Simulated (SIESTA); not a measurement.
The system is Ir.

```
Ir
1.0
     0.00000    1.91560    1.91560
     1.91560    0.00000    1.91560
     1.91560    1.91560    0.00000
Ir
1
Direct
  0.00000 0.00000 0.00000
```

Base run:

| Property | Result |
| --- | --- |
| Program | SIESTA 5.4.2 |
| Functional | PBEsol |
| Potentials or basis | PseudoDojo 0.4 standard (PBE files) |
| Basis | DZP (energy shift 0.003 Ry; two zetas on semicore shells) |
| Grid cutoff | 800 Ry |
| Energy shift | 0.003 Ry |
| k mesh | 12 × 12 × 12 |
| Occupations | fermi-dirac, width 0.05 eV |
| Spin | no spin polarisation |

Its results: band gap on the k mesh none (metal or under the smearing width); pressure 3.2 GPa.

Problem. The run is repeated on the same cell with these changes: functional from PBEsol to LDA; potentials or basis from PseudoDojo 0.4 standard (PBE files) to PseudoDojo 0.4 standard (LDA files). What comes out?

Solution. Band gap on the k mesh none (metal or under the smearing width); pressure -3.0 GPa.

Caveats: short orbitals over semicore shells can move pressures by several GPa; the valence orbitals were made in a potential fitted to the semicore shell under them, which widens gaps by tenths of an eV or more; the basis of atomic orbitals isn't converged, which shifts pressures, moduli and gaps; the potentials were made for another functional, which shifts forces and pressure (some runs); spin-orbit coupling is left out, which moves the levels of the heavy elements (some runs).
